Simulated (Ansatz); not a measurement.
Cost and result for the atomization energy of C$_{7}$H$_{8}$O (`OCc1ccccc1`) (16 atoms, 16 bonds).

```xyz
16

O     0.829   -0.158    2.749
C    -0.357    0.084    2.025
C    -0.172    0.060    0.532
C     0.988    0.567   -0.044
C     1.149    0.565   -1.420
C     0.149    0.060   -2.240
C    -1.011   -0.447   -1.673
C    -1.165   -0.451   -0.295
H     1.192   -0.997    2.451
H    -1.148   -0.626    2.305
H    -0.693    1.075    2.344
H     1.768    0.959    0.599
H     2.058    0.961   -1.857
H     0.275    0.059   -3.316
H    -1.793   -0.851   -2.306
H    -2.069   -0.860    0.146
```

Charge 0, multiplicity 1. The geometry is a stationary point of PBE0-D4/def2-TZVP. It is one conformer, not always the lowest. Program: Ansatz. All runs use 2 threads of an AMD EPYC 7R13 on a shared host and a share of an NVIDIA H100 80 GB. Times are those of one run each, without the atoms' runs, and a repeat can differ threefold. Electronic energies, without spin–orbit coupling; frozen cores. CCSD(T)/CBS adds CCSD(T) − MP2 in def2-TZVPP to the MP2 limit, and its time is that of the two runs behind it. T1 = 0.010; the RHF reference is unstable towards UHF. B3LYP takes the VWN-RPA correlation (the form of Gaussian; ORCA's B3LYP/G).

CCSD(T)/CBS is a level of theory with its own doubt, some kJ/mol a heavy atom from the limit and from the frozen cores, so smaller differences don't rank the functionals.

```csv
level,functions,wall time
ωB97X-V/def2-TZVPP,360,6 s
r2SCANh-D4/def2-TZVPP,360,6 s
ωB97M-V/def2-TZVPP (with forces),360,6.5 s
revPBE-D4/def2-TZVPP,360,6.5 s
r2SCAN-D4/def2-TZVPP (with forces),360,7 s
PBE-QIDH/def2-TZVPP,360,7.5 s
CCSD(T)/def2-SVP,152,7.5 s
B3LYP-D4/def2-TZVPP (with forces),360,9 s
B97M-V/def2-TZVPP,360,9.5 s
MP2/def2-QZVPP,696,12 s
LDA (SPW92)/def2-TZVPP,360,13 s
CCSD(T)/def2-TZVPP,360,20 s
CCSD(T)/CBS(def2),–,32 s
```

(1) What atomization energy does each give, and how far from CCSD(T)/CBS? (An estimate is asked.)

## Answers

(1) The calculation gave: 
| level | atomization (kcal/mol) | difference from CCSD(T)/CBS | per bond |
| --- | --- | --- | --- |
| ωB97X-V/def2-TZVPP | 1761.5 | 3.6 | 0.2 |
| r2SCANh-D4/def2-TZVPP | 1762.3 | 4.4 | 0.3 |
| ωB97M-V/def2-TZVPP (with forces) | 1766.7 | 8.8 | 0.6 |
| revPBE-D4/def2-TZVPP | 1777.9 | 20.0 | 1.2 |
| r2SCAN-D4/def2-TZVPP (with forces) | 1773.7 | 15.8 | 1.0 |
| PBE-QIDH/def2-TZVPP | 1768.1 | 10.2 | 0.6 |
| CCSD(T)/def2-SVP | 1693.4 | -64.5 | -4.0 |
| B3LYP-D4/def2-TZVPP (with forces) | 1764.6 | 6.7 | 0.4 |
| B97M-V/def2-TZVPP | 1767.8 | 9.9 | 0.6 |
| MP2/def2-QZVPP | 1788.9 | 31.0 | 1.9 |
| LDA (SPW92)/def2-TZVPP | 2040.1 | 282.2 | 17.6 |
| CCSD(T)/def2-TZVPP | 1716.3 | -41.6 | -2.6 |
| CCSD(T)/CBS(def2) | 1757.9 | 0.0 | 0.0 |

Leaving LDA and LC-ωPBE aside and taking each functional with its dispersion term where it has one, the values, not all of them listed here, spread over 116.6 kcal/mol, from BHLYP-D4 to PBE-D4. LDA lies +225.7 kcal/mol from PBE without D4, its usual overbinding. The D4 term adds +15.4 kcal/mol with B3LYP and +8.1 kcal/mol with PBE0; it sums over pairs of atoms, weighted by their polarisabilities, and B3LYP, whose exchange is more repulsive, gets the larger term. From PBE to PBE0 (25 % exact exchange), in def2-TZVPP and without D4, the atomization energy moves by −34.6 kcal/mol: exact exchange takes away binding that semilocal exchange gives to molecules.
